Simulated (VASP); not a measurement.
# InP (F-43m) in VASP: a series of runs, part 2 of 2

VASP 6.6.1.

**4. Phonons, r2SCAN**

Input file POSCAR:

```
InP
1.0
    0.0000000000      2.9305000000      2.9305000000
    2.9305000000      0.0000000000      2.9305000000
    2.9305000000      2.9305000000      0.0000000000
In P
1 1
Direct
    0.0000000000      0.0000000000      0.0000000000
    0.7500000000      0.7500000000      0.7500000000
```

Input file INCAR.step1:

```
PREC = Accurate
ENCUT = 600
EDIFF = 1E-8
ISMEAR = 0
SIGMA = 0.05
LREAL = False
LASPH = True
NELM = 80
ALGO = Normal
ISIF = 3
LWAVE = False
LCHARG = False
METAGGA = R2SCAN
LMIXTAU = True
IBRION = 2
NSW = 40
EDIFFG = -0.002
```

Input file INCAR.step2:

```
PREC = Accurate
ENCUT = 600
EDIFF = 1E-8
ISMEAR = 0
SIGMA = 0.05
LREAL = False
LASPH = True
NELM = 80
ALGO = Normal
ISIF = 2
LWAVE = False
LCHARG = False
METAGGA = R2SCAN
LMIXTAU = True
IBRION = 6
NFREE = 2
POTIM = 0.015
NSW = 1
```

Input file KPOINTS:

```
regular mesh
0
Gamma
  6 6 6
```

Potentials or basis: VASP PAW PBE potentials, release 64 (In_d, P).

The run is started by

```bash
$ cat potpaw_PBE.64/In_d/POTCAR potpaw_PBE.64/P/POTCAR > POTCAR
$ cp INCAR.step1 INCAR
$ mpirun -np 1 vasp_std > vasp.out
$ cp CONTCAR POSCAR
$ cp INCAR.step2 INCAR
$ mpirun -np 1 vasp_std > vasp.out
```

OUTCAR:

```text
PREC = Accurate
   ENCUT = 600
   EDIFF = 1E-8
   ISMEAR = 0
   LREAL = False
   LASPH = True
   NELM = 80
   ISIF = 2
   METAGGA = R2SCAN
   IBRION = 6
   NFREE = 2
   POTIM = 0.015
   NSW = 1

 ion  position               nearest neighbor table
   1  0.000  0.000  0.000-   2 2.56   2 2.56   2 2.56   2 2.56
   2  0.750  0.750  0.750-   1 2.56   1 2.56   1 2.56   1 2.56
[... 764 lines left out ...]
  x     0.00000     0.00000     0.00000     0.00000    -7.56311     0.00000
  y     0.00000     0.00000     0.00000     0.00000     0.00000    -7.56311
  z     0.00000     0.00000     0.00000    -7.56311     0.00000     0.00000

 INTERNAL STRAIN TENSOR FOR ION    2 for displacements in x,y,z  (eV/Angst):
          X           Y           Z          XY          YZ          ZX
  --------------------------------------------------------------------------------
  x     0.00000     0.00000     0.00000     0.00000     7.52357     0.00000
  y    -0.00000    -0.00000    -0.00000     0.00000     0.00000     7.52357
  z     0.00000     0.00000     0.00000     7.52357     0.00000     0.00000

 Eigenvectors and eigenvalues of the dynamical matrix
 ----------------------------------------------------

   1 f  =    8.856207 THz    55.645191 2PiTHz  295.411275 cm-1    36.626314 meV
             X         Y         Z           dx          dy          dz
      0.000000  0.000000  0.000000    -0.460787    0.000000    0.000000
      4.428351  4.428351  4.428351     0.887511    0.000000    0.000000
[... 21 lines left out ...]
   6 f/i=    0.001361 THz     0.008554 2PiTHz    0.045412 cm-1     0.005630 meV
             X         Y         Z           dx          dy          dz
      0.000000  0.000000  0.000000    -0.887511    0.000000    0.000000
      4.428351  4.428351  4.428351    -0.460787    0.000000    0.000000

 ELASTIC MODULI CONTR FROM IONIC RELAXATION (kBar)
 Direction    XX          YY          ZZ          XY          YZ          ZX
 --------------------------------------------------------------------------------
 XX          -0.0000     -0.0000     -0.0000     -0.0000     -0.0000      0.0000
 YY          -0.0000     -0.0000     -0.0000     -0.0000     -0.0000      0.0000
 ZZ          -0.0000     -0.0000     -0.0000     -0.0000     -0.0000      0.0000
 XY          -0.0000     -0.0000     -0.0000   -226.3494     -0.0000      0.0000
 YZ          -0.0000     -0.0000     -0.0000     -0.0000   -226.3494     -0.0000
 ZX           0.0000      0.0000      0.0000      0.0000     -0.0000   -226.3494
 --------------------------------------------------------------------------------
```

Run time: 6.2 min. Hardware: 1 thread of Intel Xeon 6975P-C (Granite Rapids), shared host; peak memory 0.26 GiB.

What came out:

* Relaxed volume: 25.73 Å³/atom
* Relaxed cell: a = 4.175 Å, b = 4.175 Å, c = 4.175 Å, α = 60.00°, β = 60.00°, γ = 60.00°
* Space group after relaxing (to 0.05 Å): F-43m (No. 216)
* Highest phonon frequency at Γ, LO-TO splitting left out: 295 cm⁻¹

The path:
| step | energy change (eV) | largest force (eV/Å) | pressure (GPa) | volume (Å³) |
| --- | --- | --- | --- | --- |
| 1 | 0.0000 | 0.0000 | 1.61 | 50.33 |
| 2 | -0.0033 | 0.0000 | -0.94 | 52.20 |
| 3 | -0.0055 | 0.0000 | 0.01 | 51.46 |

Final structure:
```yaml
crystal:
  lattice:
    - [0.00000, 2.95223, 2.95223]
    - [2.95223, 0.00000, 2.95223]
    - [2.95223, 2.95223, 0.00000]
  atoms:
    - { symbol: In, position: [0.00000, 0.00000, 0.00000] }
    - { symbol: P, position: [0.75000, 0.75000, 0.75000] }
```

Phonon frequencies in cm⁻¹ (negative: imaginary):
| q point | frequencies |
| --- | --- |
| (0.000, 0.000, 0.000) | 0 0 0 295 295 295 |

Caveat: the PAW data sets were made with another functional, which shifts forces and pressure a little.

**5. G0W0 quasiparticle levels, PBE**

POSCAR is that of step 4.

Input file INCAR.step1:

```
SYSTEM = InP
ALGO     = Normal         ! electronic algorithm
EDIFF    = 1E-8           ! SCF threshold, eV
ENCUT    = 450            ! plane-wave cutoff, eV
GGA      = PE             ! functional
ISMEAR   = 0              ! smearing method
LASPH    = .TRUE.         ! aspherical terms in the spheres
LCHARG   = .FALSE.        ! write CHGCAR
LREAL    = .FALSE.        ! projectors in reciprocal space
LWAVE    = .TRUE.         ! write WAVECAR
NELM     = 80             ! most SCF steps
PREC     = Accurate       ! precision mode
SIGMA    = 0.01           ! smearing width, eV
```

Input file INCAR.step2:

```
SYSTEM = InP
ALGO     = Exact          ! electronic algorithm
EDIFF    = 1E-8           ! SCF threshold, eV
ENCUT    = 450            ! plane-wave cutoff, eV
GGA      = PE             ! functional
ISMEAR   = 0              ! smearing method
ISTART   = 1            
LASPH    = .TRUE.         ! aspherical terms in the spheres
LCHARG   = .FALSE.        ! write CHGCAR
LOPTICS  = .TRUE.         ! frequency-dependent dielectric function
LREAL    = .FALSE.        ! projectors in reciprocal space
LWAVE    = .TRUE.         ! write WAVECAR
NBANDS   = 210            ! bands
NELM     = 1              ! most SCF steps
PREC     = Accurate       ! precision mode
SIGMA    = 0.01           ! smearing width, eV
```

Input file INCAR.step3:

```
SYSTEM = InP
ALGO     = EVGW0          ! electronic algorithm
EDIFF    = 1E-8           ! SCF threshold, eV
ENCUT    = 450            ! plane-wave cutoff, eV
ENCUTGW  = 200            ! cutoff of the response function
GGA      = PE             ! functional
ISMEAR   = 0              ! smearing method
ISTART   = 1            
LASPH    = .TRUE.         ! aspherical terms in the spheres
LCHARG   = .FALSE.        ! write CHGCAR
LREAL    = .FALSE.        ! projectors in reciprocal space
LWAVE    = .FALSE.        ! write WAVECAR
NBANDS   = 210            ! bands
NBANDSGW = 17           
NELMGW   = 1            
NOMEGA   = 48             ! frequency points
PREC     = Accurate       ! precision mode
PRECFOCK = Fast         
SIGMA    = 0.01           ! smearing width, eV
```

Input file KPOINTS:

```
k-points
0
G
  5 5 5
  0 0 0
```

Potentials or basis: VASP PAW PBE potentials, release 64 (In_d_GW, P_GW).

The run is started by

```bash
$ cat potpaw_PBE.64/In_d_GW/POTCAR potpaw_PBE.64/P_GW/POTCAR > POTCAR
$ cp INCAR.step1 INCAR
$ mpirun -np 1 vasp_std > vasp.out
$ cp INCAR.step2 INCAR
$ mpirun -np 1 vasp_std > vasp.out
$ cp INCAR.step3 INCAR
$ mpirun -np 1 vasp_std > vasp.out
```

OUTCAR:

```text
SYSTEM = InP
   EDIFF = 1E-8
   ENCUT = 450
   ENCUTGW = 200
   GGA = PE
   ISMEAR = 0
   ISTART = 1
   LASPH = .TRUE.
   LREAL = .FALSE.
   NELMGW = 1
   PREC = Accurate
   PRECFOCK = Fast

 Found     10 irreducible k-points:

 Following reciprocal coordinates:
            Coordinates               Weight
  0.000000  0.000000  0.000000      1.000000
  0.200000  0.000000  0.000000      8.000000
  0.400000  0.000000  0.000000      8.000000
  0.200000  0.200000  0.000000      6.000000
  0.400000  0.200000  0.000000     24.000000
 -0.400000  0.200000  0.000000     24.000000
   k-points           NKPTS =     10   k-points in BZ     NKDIM =    125   number of bands    NBANDS=    210
   number of dos      NEDOS =    301   number of ions     NIONS =      2
   total plane-waves  NPLWV =  27000
   dimension x,y,z NGX =    30 NGY =   30 NGZ =   30
   dimension x,y,z NGXF=    60 NGYF=   60 NGZF=   60
   ions per type =               1   1
   NGX,Y,Z   is equivalent  to a cutoff of  12.03, 12.03, 12.03 a.u.
[... 33 lines left out ...]
  Fermi-wavevector in a.u.,A,eV,Ry     =   1.162021  2.195901 18.371846  1.350293
  Thomas-Fermi vector in A             =   2.298587
   LORBIT       =      0    0 simple, 1 ext, 2 COOP (PROOUT), +10 PAW based schemes
   GGA     = PE    functional components
   LHFCALC =     T    Hartree Fock is set to
   PRECFOCK=fast      Normal, Fast or Accurate (Low or Medium for compatibility)
   ENCUT4O =  -1.0   cutoff for four orbital integrals eV
   NKREDX  =     1    reduce k-point grid by
   NKREDY  =     1    reduce k-point grid by
   NKREDZ  =     1    reduce k-point grid by
   AEXX    =    1.0000 exact exchange contribution
   HFSCREEN=    0.0000 screening length (either q_TF or 0.3 A-1)
   HFSCREENC=   0.0000 screening length for correlation (either q_TF or 0.3 A-1)
   ENCUTFOCK=  -1.0 apply spherical cutoff to Coloumb kernel
   IVDW    =     0    specifies the selected vdW correction
   LEPSILON=     F    determine dielectric tensor
   LRPA    =     F    only Hartree local field effects (RPA)
   LRPAFORCE           =     F    calculate RPA forces
   ENCUTGW             = 200.0    cutoff for response function in eV
   ENCUTGWSOFT         = 160.0    soft cutoff for Coulomb kernel in GW response function in eV
   ENCUTLF             =  -1.0    cutoff for local field effects
   NELMGW              =     1    number of iterations in solving QP/BSE equation
   NELMHF              =     1    number of iterations in the inner HF iteration
   NKREDLFX            =     1    NKREDLFY  =   1   NKREDLFZ  =   1
 non-spin polarized calculation
 Gauss-broadening in eV      SIGMA  =   0.01
  energy-cutoff  :      450.00
  volume of cell :       50.33
 maximum number of plane-waves:      1103
 NGX is ok and might be reduce to    30
  NGX = 16; NGY = 16; NGZ = 16
   NGX = 15   NGY = 15   NGZ = 15
 maximum number of plane-waves:       331

 QP shifts <psi_nk| G(iteration)W_0 |psi_nk>: iteration 1
 for sc-GW calculations column KS-energies equals QP-energies in previous step
 and V_xc(KS)=  KS-energies - (<T + V_ion + V_H > + <T+V_H+V_ion>^1  + <V_x>^1)

 k-point   1 :       0.0000    0.0000    0.0000
  band No.  KS-energies  QP-energies   sigma(KS)   V_xc(KS)     V^pw_x(r,r')   Z            occupation Imag(sigma)

      1     -10.2890     -12.5724     -19.8572     -16.5943     -25.3007       0.6998       2.0000      -0.4991
      2     -10.2890     -12.5724     -19.8572     -16.5943     -25.3007       0.6998       2.0000      -0.4991
      3     -10.2890     -12.5724     -19.8572     -16.5943     -25.3007       0.6998       2.0000      -0.4991
      4     -10.1381     -12.4607     -19.9971     -16.6835     -25.3309       0.7009       2.0000      -0.5923
      5     -10.1381     -12.4607     -19.9971     -16.6835     -25.3309       0.7009       2.0000      -0.5923
      6      -7.5906      -8.0551     -12.0671     -11.3027     -18.2779       0.6076       2.0000       0.6050
[... 102 lines left out ...]
      4     -10.1390     -12.4558     -19.9869     -16.6805     -25.3342       0.7007       2.0000      -0.5829
      5     -10.1280     -12.4479     -20.0028     -16.6963     -25.3480       0.7016       2.0000      -0.5861
      6      -5.6232      -6.2091     -13.1912     -12.3086     -18.6141       0.6639       2.0000       0.4592
[... 9 lines left out ...]
     16      15.0803      14.9440      -8.5055      -8.3235      -2.8076       0.7490       0.0000      -0.4308
     17      16.6754      16.7473     -10.6255     -10.7239      -3.9726       0.7314       0.0000      -0.7156

 [... further k-points ...]
```

Run time: 30 min. Hardware: 1 thread of AMD EPYC 7R13 (Zen 3), shared host; peak memory 0.86 GiB.

The run converged, but some of its settings lie outside the range that counts as converged, so its numbers aren't taken as properties of the crystal.

What came out:

* Band gap on the k mesh, mean-field level: 0.70 eV, direct
* Quasiparticle gap: 1.25 eV
* Least direct quasiparticle gap: 1.25 eV

Caveat: bands, screening cutoff and mesh are small and nothing is extrapolated, so the quasiparticle values aren't converged; spin-orbit coupling is left out, which moves the levels of the heavy elements.
